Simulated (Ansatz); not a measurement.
# ZrS2: the cost of one run

Method: DFT PBE+D3(BJ), scalar-relativistic, plane waves, PAW, in Ansatz 0.2.0.

1 further run of the same task is left out (set aside as unsound or not needed).

## (1) The system as given

It takes space group P-3m1 (No. 164, trigonal). Conventional cell: a = 3.691 Å, b = 3.691 Å, c = 6.041 Å, α = 90.00°, β = 90.00°, γ = 120.00°. Zr (site symmetry -3m) is surrounded by 6 S at 2.57 Å. S (site symmetry 3m) is surrounded by 3 Zr at 2.57 Å.

Structure file:

```
CELL_PARAMETERS angstrom
3.69138 0.00000 0.00000
-1.84569 3.19683 0.00000
0.00000 0.00000 6.04108
ATOMIC_POSITIONS crystal
Zr 0.00000 0.00000 0.00000
S 0.66667 0.33333 0.76209
S 0.33333 0.66667 0.23791
```

The structure comes from the Materials Project (structure only).

(A quick probe on a coarse mesh, which set the mesh and smearing, is not shown.)

## (3) Full relaxation

input.yaml reads:

```yaml
crystal:
  lattice:
    - [3.6913825498, 0.0, 0.0]
    - [-1.8456912749, 3.1968310632, 0.0]
    - [0.0, 0.0, 6.04107701]
  atoms:
    - { symbol: Zr, position: [0.0, 0.0, 0.0] }
    - { symbol: S, position: [0.66666667, 0.33333333, 0.76209003] }
    - { symbol: S, position: [0.33333333, 0.66666667, 0.23790997] }
basis:
  ecutwfc: 420
kpoints:
  mp_grid: { grid: [6, 6, 2] }
hamiltonian:
  xc: pbe
  dispersion: d3bj
scf:
  occupations: { method: gaussian, width: 0.02 }
output:
  forces: true
  stress: true
  eigenvalues: true
relax:
  adjacent_minimum: "off"
  f_tol: 0.005
  max_steps: 80
  cell: { stress_tol: 0.05 }
```

Run with:

```
$ ansatz run input.yaml --threads 1 --pin off --max-ram 2560MiB --backend cpu --events-out ev --progress --plain --runs-dir out
```

Q: Estimate wall time and peak memory on 1 thread of Intel Xeon at 2.50GHz (Skylake/Cascade Lake), shared host.

About 19 s, with a peak of 0.35 GiB.
